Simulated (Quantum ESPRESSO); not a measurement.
**Sb in Quantum ESPRESSO: the effect of target pressure**

Sb:

```xyz
1
Lattice="-1.5765 1.5765 2.7119 1.5765 -1.5765 2.7119 1.5765 1.5765 -2.7119" Properties=species:S:1:pos:R:3 pbc="T T T"
Sb    0.0000    0.0000    0.0000
```

This isn't the form of Sb at room conditions, which is rhombohedral.

Alike in all runs:

| Property | Result |
| --- | --- |
| Program | Quantum ESPRESSO 7.5 |
| Task | relaxation of cell and atoms |
| Functional | PBEsol |
| Potentials or basis | GBRV 1.5 PBEsol |
| Cutoff | 707 eV |
| Density cutoff | 5633 eV |
| k mesh | 12 × 12 × 12 |
| Occupations | fermi-dirac, width 0.05 eV |
| Spin | no spin polarisation |

Each run relaxes the cell or the atoms first.

| target pressure | relaxed volume (Å³/atom) |
| --- | --- |
| 0 GPa | ? |
| 2 GPa | 25.64 |
| 5 GPa | 24.73 |
| 10 GPa | 23.52 |
| 20 GPa | 21.74 |
| 30 GPa | 20.47 |

Question: What does the run with target pressure 0 GPa give?

Answer: Relaxed volume 26.35 Å³/atom.

Worked out: In Murnaghan's law V^(-B') rises as a straight line in P. The other rows fit best with B' = 3.9, V0 = 26.35 Å³/atom and B0 = 70 GPa, which gives 26.35 Å³/atom at 0 GPa, against the run's 26.35.

Caveats: the volume moved by over 15 % at a fixed basis, so the end points are rough (some runs).
